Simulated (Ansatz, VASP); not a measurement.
This is a calculation of BeSe for Ansatz 0.2.0.

The input input.yaml:

```yaml
crystal:
  lattice:
    - [0.0, 2.5517885687, 2.5517885687]
    - [2.5517885687, 0.0, 2.5517885687]
    - [2.5517885687, 2.5517885687, 0.0]
  atoms:
    - { symbol: Se, position: [0.75, 0.75, 0.75] }
    - { symbol: Be, position: [0.0, 0.0, 0.0] }
hamiltonian:
  xc: pbesol
  pseudopotentials: { kind: paw }
kpoints:
  mp_grid: { grid: [9, 9, 9] }
scf:
  occupations: { method: fermi_dirac, width: 0.05 }
output:
  forces: true
  stress: true
  eigenvalues: true
```

Potentials or basis: Ansatz PAW.

Launch:

```sh
$ ansatz run input.yaml --threads 1 --pin off --max-ram 3584MiB --backend cpu --events-out ev --progress --plain --runs-dir out
```

Task: Translate it to VASP 6.6.1. Potentials there: VASP PAW PBE potentials, release 64 (Se, Be).

Result: As run (the cutoff follows the program's own potentials):

File INCAR:

```
  PREC = Accurate
  ENCUT = 520
  EDIFF = 1E-7
  ISMEAR = -1
  SIGMA = 0.05
  LREAL = False
  LASPH = True
  NELM = 60
  ALGO = Normal
  ISIF = 2
  LWAVE = False
  LCHARG = False
  GGA = PS
  NBANDS = 11
```

Contents of KPOINTS:

```
regular mesh
0
Gamma
  9 9 9
```

The input POSCAR:

```
BeSe
1.0
    0.0000000000      2.5517885687      2.5517885687
    2.5517885687      0.0000000000      2.5517885687
    2.5517885687      2.5517885687      0.0000000000
Se Be
1 1
Direct
    0.7500000000      0.7500000000      0.7500000000
    0.0000000000      0.0000000000      0.0000000000
```

Potentials or basis: VASP PAW PBE potentials, release 64 (Se, Be).

Launch:

```sh
$ cat potpaw_PBE.64/Se/POTCAR potpaw_PBE.64/Be/POTCAR > POTCAR
$ mpirun -np 1 vasp_std > vasp.out
```

Both were run:

|  | VASP | Ansatz | Ansatz less VASP |
| --- | --- | --- | --- |
| gap on the k mesh at the Fermi level (eV) | 2.50 | 2.52 | +0.015 |
| least direct gap on the mesh (eV) | 4.40 | 4.39 | -0.004 |
| pressure (GPa) | 1.5 | 1.2 | -0.32 |

The two sets of potentials don't hold the same shells in valence.

Caveats: the PAW data sets were made with another functional, which shifts forces and pressure a little (VASP); an odd mesh through Γ misses points on the zone boundary, where band edges often lie (VASP); odd divisions of the mesh miss points on the zone boundary, where band edges often lie, so the gap on the mesh can be too wide (Ansatz); the PAW data sets come from PBE, with cores solved anew for the run's functional, which leaves a small shift of forces and pressure (Ansatz).
